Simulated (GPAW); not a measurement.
Runs of GPAW 26.7.0 on NaCl. The structure is cubic, space group Fm-3m (No. 225). Conventional cell: a = 5.588 Å, b = 5.588 Å, c = 5.588 Å, α = 90.00°, β = 90.00°, γ = 90.00°. Around Cl (site symmetry m-3m) lie 6 Na at 2.79 Å. Na (site symmetry m-3m) is surrounded by 6 Cl at 2.79 Å. The cell is a database's computed one.

```csv
task,level,potentials or basis,cell,k mesh,cutoff (eV),smearing,maxiter,response ecut,response k mesh,response bands,kernels,gap on the mesh (eV),pressure (GPa)
single point,PBEsol,"PAW data sets generated in the run's folder for this functional, pw","atoms moved at random, drawn with an rms of 0.05 Å",8 × 8 × 8,800,fermi-dirac 0.05 eV,150,-,-,-,-,5.04,0.3
dielectric tensor,LDA,"the program's PAW data sets (release 1.2.1) made for this functional, pw",as given,7 × 7 × 7,600,fermi-dirac 0.001 eV,150,80 eV,21 × 21 × 21,27,"["RPA", "LR0.3", "Bootstrap"]",4.80,-
relaxation of cell and atoms,PBEsol,"PAW data sets generated in the run's folder for this functional, pw",relaxed to 2 GPa,8 × 8 × 8,800,fermi-dirac 0.05 eV,150,-,-,-,-,(a),2.1
single point,LDA,"the program's PAW data sets (release 1.2.1) made for this functional, pw",as given,7 × 7 × 7,600,fermi-dirac 0.05 eV,120,-,-,-,-,4.80,-1.8
relaxation of cell and atoms,PBEsol,"PAW data sets generated in the run's folder for this functional, pw",relaxed to 20 GPa,8 × 8 × 8,800,fermi-dirac 0.05 eV,150,-,-,-,-,6.68,20.0
relaxation of cell and atoms,PBEsol,"PAW data sets generated in the run's folder for this functional, pw",relaxed to 10 GPa,8 × 8 × 8,800,fermi-dirac 0.05 eV,150,-,-,-,-,6.01,10.0
```

Alike in all rows: no spin polarisation.

Question: Fill in the values left out.

Answer: (a) 5.28.

Caveats: later steps reuse the first step's grids (some runs); the long-wavelength limit can be off by a per cent or two (some runs); an odd mesh through Γ misses points on the zone boundary, where band edges often lie (some runs); the cutoff is short for stress and forces, so pressures can be off by a GPa or more (some runs).

Runs at the PBE level aren't shown here.
